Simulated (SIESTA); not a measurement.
Crystal: TaSi2.

```
CELL_PARAMETERS angstrom
4.78000 0.00000 0.00000
-2.39000 4.13960 0.00000
0.00000 0.00000 6.56400
ATOMIC_POSITIONS crystal
Ta 0.00000 0.50000 0.16667
Ta 0.50000 0.50000 0.83333
Ta 0.50000 0.00000 0.50000
Si 0.33330 0.16665 0.16667
Si 0.16665 0.83335 0.83333
Si 0.83335 0.66670 0.50000
Si 0.66670 0.83335 0.16667
Si 0.83335 0.16665 0.83333
Si 0.16665 0.33330 0.50000
```

* Program: SIESTA 5.4.2
* Task: single point
* Functional: PBEsol
* Potentials or basis: PseudoDojo 0.4 standard (PBEsol files)
* Basis: DZP (energy shift 0.003 Ry; two zetas on semicore shells)
* Grid cutoff: 800 Ry
* Energy shift: 0.003 Ry
* k mesh: 7 × 7 × 4
* Occupations: fermi-dirac, width 0.05 eV
* Spin: no spin polarisation

On this cell: pressure -1.1 GPa; largest force 0.787 eV/Å; band gap on the k mesh none (metal or under the smearing width).

The same run follows on a disturbed copy (atoms moved at random, drawn with an rms of 0.05 Å):

```
Ta Si
1.0
     4.78000    0.00000    0.00000
    -2.39000    4.13960    0.00000
     0.00000    0.00000    6.56400
Ta Si
3 6
Direct
  0.99941 0.49896 0.16585
  0.49042 0.50134 0.83010
  0.50910 0.99530 0.50026
  0.34901 0.17613 0.16807
  0.17487 0.83739 0.83704
  0.82396 0.65499 0.49773
  0.65742 0.82805 0.17320
  0.84080 0.16120 0.83140
  0.16132 0.32866 0.49610
```

Question: What changes?

Answer: The energy (extrapolated to zero smearing) moves by +23.2 meV/atom; pressure -0.3 GPa; largest force 1.421 eV/Å; band gap on the k mesh none (metal or under the smearing width).

Forces on the atoms (eV/Å):
```
Ta   0.191 -0.003 -0.123
Ta   0.951 -0.022  0.367
Ta  -1.186  0.024  0.255
Si  -1.011 -0.695 -0.058
Si  -1.044  0.343 -0.289
Si   0.356  1.030  0.234
Si   1.118  0.387 -0.787
Si   0.403 -0.236  0.283
Si   0.223 -0.829  0.119
```

Stress tensor (GPa, compression positive):
```
-1.02 -0.18 -0.27
-0.18 -1.67  0.19
-0.27  0.19  1.69
```

Caveats: short orbitals over semicore shells can move pressures by several GPa; the cell's inner coordinates are idealised or old, which leaves forces on the atoms; the basis of atomic orbitals isn't converged, which shifts pressures, moduli and gaps.
